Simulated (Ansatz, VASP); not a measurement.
Au: VASP beside Ansatz

```xyz
2
Lattice="0.0000 3.1971 3.1971 3.1971 0.0000 3.1971 3.1971 3.1971 0.0000" Properties=species:S:1:pos:R:3 pbc="T T T"
Au    0.7993    0.7993    0.7993
Au    5.5949    5.5949    5.5949
```

Alike in both runs: task single point; functional revPBE; k mesh 14 × 14 × 14; occupations fermi-dirac, width 0.1 eV; no spin polarisation.

```csv
,VASP,Ansatz
version,VASP 6.6.1,Ansatz 0.2.0
potentials or method,"VASP PAW PBE potentials, release 64 (Au)","plane waves (420 eV) with PAW, scalar-relativistic"
plane-wave cutoff (eV),520,420
valence electrons in the cell,22,38
```

|  | VASP | Ansatz | Ansatz less VASP |
| --- | --- | --- | --- |
| pressure (GPa) | -2.7 | -2.7 | +0.04 |

The two sets of potentials don't hold the same shells in valence.

Caveats: the PAW data sets were made with another functional, which shifts forces and pressure a little (VASP). Spin-orbit coupling is left out, which matters for the levels of Au.
